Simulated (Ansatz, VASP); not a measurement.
# BAs in two plane-wave programs, part 2 of 2

Aim: how closely do two programs agree when they are given the same cell, functional and k mesh? The cell is taken from a series of runs on this material, whose earlier steps may have relaxed, scaled, displaced or heated it; both programs get it as it stands.

VASP 6.6.1 and Ansatz 0.2.0.

So far: Starting point; VASP: zone-centre phonons, LDA.

### Step 3. Ansatz: zone-centre phonons, LDA

Level of this step: Ansatz beside VASP: Kohn-Sham DFT, plane waves, LDA (Ansatz).

Ansatz runs on its PAW soft_1 files.

The same cell, functional (in two slightly different forms) and mesh now go to Ansatz, which takes its cutoff from its data sets.

input.yaml

```yaml
crystal:
  lattice:
    - [-0.0769615226, 2.3835026592, 2.3835026592]
    - [2.3835026592, -0.0769615226, 2.3835026592]
    - [2.3835026592, 2.3835026592, -0.0769615226]
  atoms:
    - { symbol: B, position: [0.0013215139, 0.0013215139, 0.0013215139] }
    - { symbol: As, position: [0.7486784861, 0.7486784861, 0.7486784861] }
kpoints:
  mp_grid: { grid: [12, 12, 12] }
hamiltonian:
  xc: lda
  pseudopotentials: { kind: paw, azcp: { folder: soft_1 }, xc_functional: pbe }
scf:
  occupations: { method: fixed }
output:
  eigenvalues: true
phonons:
  method: dfpt
  dielectric: true
  rigid_motions: translations
```

The run is started by

```bash
$ ansatz run input.yaml --threads 4 --pin off --max-ram 10240MiB --backend cpu --events-out ev --progress --plain --runs-dir out
```

Numbers of over 12 decimals in the logs are rounded to 6 here.

Output:

```text
Engine: ansatz 0.2.0, x86_64-unknown-linux-gnu
Pseudopotentials: kind: paw
Pseudopotential: B, paw, valence charge 3, recommended cutoff 420 eV (normal), soft_1/B.paw.azcp
Pseudopotential: As, paw, valence charge 15, recommended cutoff 420 eV (normal), soft_1/As.paw.azcp
Functional definition: SPW92
  exchange = slater_x
  correlation = pw_c
Crystal: 2 atoms, lattice volume = 28.393 Å³
Basis set: ecut = 420 eV, 543 PW (Γ), exchange–correlation on 48×48×48 points (8 copies of the dense FFT grid, shifted against one another)
Bands: 13, of which v1, the nominal top of the filled ones, is band 9 counted from 1 (8 counted from 0)
Symmetry: 6 space group operations
k-points: 476 of 1728 (irreducible under 2 space group operations, time reversal used)
Non-local potential: B, projectors of the file, l = 0: 2, l = 1: 2, l = 2: 1
Non-local potential: As, projectors of the file, l = 0: 2, l = 1: 2, l = 2: 3, l = 3: 1
PAW form: soft (Blöchl's): semilocal exchange-correlation on the pseudo side does not see the compensation charge
PAW frozen core: B, regenerated for the run's functional, and the local potential with it (the file was generated under x = pbe(κ = 0.804, μ = 0.219515), c = pbe(β = 0.066725))
PAW frozen core: As, regenerated for the run's functional, and the local potential with it (the file was generated under x = pbe(κ = 0.804, μ = 0.219515), c = pbe(β = 0.066725))
PAW one-centre angular grid: B, 110 points (default); XC on 64 Gauss nodes
PAW one-centre angular grid: As, 590 points (default); XC on 64 Gauss nodes
Initial density: superposition of atomic densities (chi_scale 0.1, normalization cell, long waves kept (reshape's long-wave potential 0.00 eV rms))
Initial wavefunctions: pseudopotential atomic-orbital guess
Functional: x = slater, c = lda
SCF iter   1: F=—  HF=-4924.022577 eV  |F-HF|=—  |Δ(HF+E_count)|=         —  Δρ=6.96e-2  dr2=1.79e0  ethr=3.10e-3  ⟨swp⟩=4.5  Hψ=31597  notcnv=0  defer=579
preconditioner: auto → none  [insulator: Δε(μ)=1.598 eV  Ē_g=12.076 eV  n_scr=8 (ndim 8)  ℏωp=19.7 eV  f_vac=0.000  ε∞_Penn≈3.7]
SCF iter   2: F=—  HF=-4923.489924 eV  |F-HF|=—  |Δ(HF+E_count)|=   5.33e-1  Δρ=2.42e-2  dr2=1.54e-1  ethr=3.10e-3  ⟨swp⟩=2.3  Hψ=13232  notcnv=0  defer=607
SCF iter   3: F=—  HF=-4923.447304 eV  |F-HF|=—  |Δ(HF+E_count)|=   4.26e-2  Δρ=9.90e-3  dr2=1.94e-2  ethr=8.54e-4  ⟨swp⟩=2.1  Hψ=8785  notcnv=0  defer=917
SCF iter   4: F=—  HF=-4923.443676 eV  |F-HF|=—  |Δ(HF+E_count)|=   3.63e-3  Δρ=4.25e-3  dr2=4.00e-3  ethr=1.08e-4  ⟨swp⟩=2.9  Hψ=10770  notcnv=0  defer=946
SCF iter   5: F=—  HF=-4923.442445 eV  |F-HF|=—  |Δ(HF+E_count)|=   1.23e-3  Δρ=1.02e-3  dr2=1.98e-4  ethr=2.22e-5  ⟨swp⟩=3.3  Hψ=11558  notcnv=0  defer=946
SCF iter   6: F=—  HF=-4923.442412 eV  |F-HF|=—  |Δ(HF+E_count)|=   3.37e-5  Δρ=1.29e-4  dr2=2.53e-6  ethr=1.10e-6  ⟨swp⟩=3.0  Hψ=11409  notcnv=0  defer=945
SCF iter   7: F=—  HF=-4923.442412 eV  |F-HF|=—  |Δ(HF+E_count)|=   1.98e-7  Δρ=7.93e-6  dr2=1.21e-8  ethr=1.40e-8  ⟨swp⟩=2.0  Hψ=8077  notcnv=0  defer=2
SCF iter   8: F=—  HF=-4923.442412 eV  |F-HF|=—  |Δ(HF+E_count)|=   4.74e-8  Δρ=1.05e-6  dr2=2.47e-10  ethr=6.75e-11  ⟨swp⟩=2.7  Hψ=10153  notcnv=0  defer=2
SCF iter   9: F=-4923.442412 eV  HF=-4923.442412 eV  |F-HF|=9.09e-13  |Δ(HF+E_count)|=  8.55e-11  Δρ=1.21e-7  dr2=1.59e-12  ethr=1.00e-12  ⟨swp⟩=6.6  Hψ=31253  notcnv=0
SCF 1 converged in 9 iterations: F = -4923.442412 eV  dr2 = 1.59e-12
  greatest PAW one-centre occupation: 0.999 electrons in one spin orbital (limit 2), on the As atom at site 1 (counted from 0), in its partial waves of l = 2
NSCF: frozen V_eff on 5 k-points
DFPT response loops at Γ: preconditioner auto → none (the input reference at scf.mixing.eps_inf says where Resta's filter doesn't serve); β = 0.50; Broyden in place of MSR1
── the response to a field inside a basis, on 12×12×12 k-points: an SCF that follows is theirs, and a resumed run solves both again ──
Bands: 10, of which v1, the nominal top of the filled ones, is band 9 counted from 1 (8 counted from 0)
k-points: 182 of 1728 (time reversal used)
Initial density: handed on by an earlier stage of this run
Initial wavefunctions: pseudopotential atomic-orbital guess (no wavefunctions were taken with the density)
Eigensolver: Dense (182 Hₖ)
SCF iter   1: F=—  HF=-4923.442013 eV  |F-HF|=—  |Δ(HF+E_count)|=         —  Δρ=1.31e-4  dr2=1.29e-6  ethr=1.00e-1
preconditioner: auto → none  [insulator: Δε(μ)=1.185 eV  Ē_g=9.356 eV  n_scr=8 (ndim 8)  ℏωp=19.7 eV  f_vac=0.001  ε∞_Penn≈5.4]
SCF iter   2: F=—  HF=-4923.442013 eV  |F-HF|=—  |Δ(HF+E_count)|=   2.70e-8  Δρ=7.05e-5  dr2=4.22e-7  ethr=7.14e-9
SCF iter   3: F=-4923.442013 eV  HF=-4923.442014 eV  |F-HF|=4.57e-8  |Δ(HF+E_count)|=   1.55e-7  Δρ=1.43e-5  dr2=3.72e-8  ethr=2.35e-9
SCF 1 converged in 3 iterations: F = -4923.442013 eV  dr2 = 3.72e-8
DFPT response loops at Γ: mixed as the last ones told, above
SCF converged after 9 iterations
Free energy (F): -4923.442412 eV
Harris-Foulkes:  -4923.442412 eV  (|F-HF|=9.09e-13)
Internal energy: -4923.442412 eV  (E = F + TS)
E sigma→0 (E₀):  -4923.442412 eV
Fermi energy:    9.965127 eV
--- Per-component energies (eV) ---
  E_band       = -233.354741
  E_kinetic    = 145.536954
  E_local      = -1998.852718  (includes V_loc(G=0)·N_el)
  E_nonlocal   = -380.090287
  E_hartree    = 1117.334707
  E_xc         = -102.313135
  E_vxc        = -111.869052  (∫ρ·V_xc dr)
  E_paw        = -2005.226654  (= ΣΔE_a)
  E_vpaw       = -122.749042  (= ΣTr[D̂ρ^β])
  E_aug_tail   = -0.000002  (compensation charges beyond the density's cutoff)
  E_ewald      = -1701.952340
  E_core_change = 2.121063  (= ΣΔE_core)
  E_smearing   = -0.000000  (= −TS)
  E_closure    = 0.000000  (closes the sum)
  Σ components = -4923.442412   (vs F -4923.442412, Δ=0.00e0)
--- Band table (eV; the first three rows and the last of 476) ---
  k-point 0: bands = [... 5 lower, -5.2387, 9.6973, 9.6973, 9.9651, 12.7595, 12.7595, 13.0009, 14.4256]
  k-point 1: bands = [... 5 lower, -5.1323, 8.6583, 9.5066, 9.7353, 12.9050, 13.0264, 13.5678, 14.8285]
  k-point 2: bands = [... 5 lower, -4.8173, 6.7850, 9.1016, 9.3005, 12.9092, 13.6024, 14.1699, 16.0591]
  k-point 475: bands = [... 5 lower, -2.2057, 1.3738, 7.7501, 7.7501, 11.6318, 14.2546, 14.2546, 18.1444]
--- Phonons (Γ-DFPT): 2 representative perturbations + reference, on 476 of 1728 k-points (Σ response iterations 6) ---
  k mesh reduced under 2 symmetry operations, with k and −k counted as one. Each operation leaves every solved perturbation unchanged. A smaller set is not considered because the run solves the response to a homogeneous field
  ASR residual: 2.561e-5 → 0.000e0 eV/Å²; symmetrization residual: 4.034e-7 eV/Å²
  ASR residual per site (eV/Å²): 2.56e-5 1.72e-6
  Γ frequencies (cm⁻¹): 0.00 0.00 0.00 633.42 633.42 685.64
  ε∞ (high-frequency dielectric tensor):
       10.064497    -0.304454    -0.304454
       -0.304454    10.064497    -0.304454
       -0.304454    -0.304454    10.064497
  ε⁰ (static dielectric tensor: ions relaxed, cell fixed):
       10.112524    -0.295501    -0.295501
       -0.295501    10.112524    -0.295501
       -0.295501    -0.295501    10.112524
  ε⁰ − ε∞ (ionic part):
        0.048027     0.008953     0.008953
        0.008953     0.048027     0.008953
        0.008953     0.008953     0.048027
  softest optical mode at Γ: 633.42 cm⁻¹; the repairs (sum rule, projections) moved no ω² at Γ by more than (0.92 cm⁻¹)²
  Born effective charges Z* (e; rows j = field, columns β = displacement):
    site 0:
        -0.33190   -0.03957   -0.03957
        -0.03957   -0.33190   -0.03957
        -0.03957   -0.03957   -0.33190
    site 1:
         0.33190    0.03957    0.03957
         0.03957    0.33190    0.03957
         0.03957    0.03957    0.33190
  Z* charge neutrality: 2.761e-3 e pre-enforcement
  solved inside a basis spanned on kpoints, on 12×12×12 k-points, its susceptibility summed on 16×16×16: ε∞ is read to err by 3.5e-2, Z* by 1.7e-2 e (field_mesh: kpoints solves on kpoints); Z* is corrected for what the basis lacks
  optical modes at Γ without the LO–TO term, one row a degenerate level:
      ω (cm⁻¹)  modes    IR ((D/Å)²/amu)
        633.42      2             0.4174
        685.64      1             0.4126
  optical modes at Γ + LO–TO along q̂ = [1.0000, 0.0000, 0.0000]:
      ω (cm⁻¹)  modes    IR ((D/Å)²/amu)
        633.42      1             0.2087
        634.22      1             0.2087
        686.40      1             0.4126
  optical modes at Γ + LO–TO along q̂ = [0.0000, 1.0000, 0.0000]:
      ω (cm⁻¹)  modes    IR ((D/Å)²/amu)
        633.42      1             0.2087
        634.22      1             0.2087
        686.40      1             0.4126
  optical modes at Γ + LO–TO along q̂ = [0.0000, 0.0000, 1.0000]:
      ω (cm⁻¹)  modes    IR ((D/Å)²/amu)
        633.42      1             0.2087
        634.22      1             0.2087
        686.40      1             0.4126
```

### Step 4. Differences

Known differences besides the potentials themselves: the two LDA forms differ slightly; fixed occupations in Ansatz, narrow Gaussian smearing in VASP; VASP's response is taken on the typed mesh, Ansatz refines its own for the field response alone; the data sets hold 18 valence electrons in Ansatz (on its PAW soft_1 files) and 8 in VASP; the cutoff is 420 eV in Ansatz and 500 eV in VASP; VASP's log shows a relativistic correction to its local exchange, Ansatz's none. Total energies have different zeros and are not compared.

Both answers:

```
                                     quantity  Ansatz   VASP  difference
                                        ε∞ xx   10.06  10.06     +0.05 %
                                        ε∞ yy   10.06  10.06     +0.05 %
                                        ε∞ zz   10.06  10.06     +0.05 %
 Born charge of B1 (mean of the diagonal) (e)   -0.33  -0.37       +0.04
Born charge of As2 (mean of the diagonal) (e)    0.33   0.37       -0.04
                   optical mode 1 to 2 (cm⁻¹)   633.4  638.0     -0.72 %
                        optical mode 3 (cm⁻¹)   685.6  690.5     -0.71 %
```

Modes are paired by rising frequency, not by their patterns, so a pair may set unlike modes beside each other; they are those without the splitting of longitudinal modes.

### Step 5. Outcome

```yaml
r_m_s_difference_of_the_optical_zone_centre_modes_each_program_s_sorted_by_frequency_zone_centre_phonons_lda: 4.7 cm⁻¹
difference_in_optical_mode_1_to_2_zone_centre_phonons_lda: -0.7 %
```

**Reading.** The r.m.s. difference of the optical zone-centre modes, each program's sorted by frequency is 4.7 cm⁻¹ (zone-centre phonons, LDA). The data sets hold unlike numbers of valence electrons (18 in Ansatz and 8 in VASP), so part of the differences comes from the potentials. Among the rows given in per cent, the largest difference of the zone-centre phonons, LDA pair is in optical mode 1 to 2, -0.7 %. How closely two codes agree says nothing of how well the functional describes the real material.

[Lines on the potential files, build, host, timing and source positions are cut from VASP's logs without a mark.]

[Logs are printed without paths, hosts, clocks, repeated set-up lines and the standing remarks that a program may print on its own settings, such as how far it seeks lower states.]

[Hosts, paths, dates, database ids (printed as entryN), source tags and the programs' standing remarks are cut or masked in the printed files.]
